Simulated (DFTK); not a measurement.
**La in DFTK: convergence with k mesh**

La:

```
La
1.0
    -2.12383    2.12383    2.12383
     2.12383   -2.12383    2.12383
     2.12383    2.12383   -2.12383
La
1
Direct
  0.00000 0.00000 0.00000
```

This isn't the form of La at room conditions, which is double hcp.

```yaml
Program: DFTK 0.8.2
Task: convergence study
Functional: r2SCAN
Potentials_or_basis: SG15 1.2 (PBE)
Cutoff: 1225 eV
k_mesh: 1 × 1 × 1
Occupations: fermi-dirac, width 0.02 eV
Spin: no spin polarisation
```

These are the settings of the first run; the series varies k mesh, with any setting tied to it.

Hardware: 1 thread of Intel(R) Xeon(R) Platinum 8488C (Sapphire Rapids), on a shared host.

| k mesh | energy less the tightest run, at zero smearing (meV/atom) | pressure (GPa) | SCF cycles |
| --- | --- | --- | --- |
| 1 × 1 × 1 | 480.00 | 48.61 | 12 |
| 3 × 3 × 3 | -101.88 | -5.42 | 11 |
| 4 × 4 × 4 | 17.23 | 0.10 | 12 |
| 5 × 5 × 5 | 72.86 | 1.27 | 10 |
| 7 × 7 × 7 | -15.17 | 0.85 | 11 |
| 8 × 8 × 8 | -14.71 | 0.29 | 12 |
| 10 × 10 × 10 | 0.00 | 0.44 | 11 |

Not settled before the last step: the energy (to 1 meV/atom), the pressure (to 0.1 GPa). Meshes of other sizes hit other points, so gaps and Fermi surfaces needn't settle smoothly. The tightest run that finished is the yardstick and may itself not be fully converged.

Caveat, for the tightest run too: the potentials were made for another functional, which shifts forces and pressure. The run has no spin-orbit coupling, so splittings on La are missing.
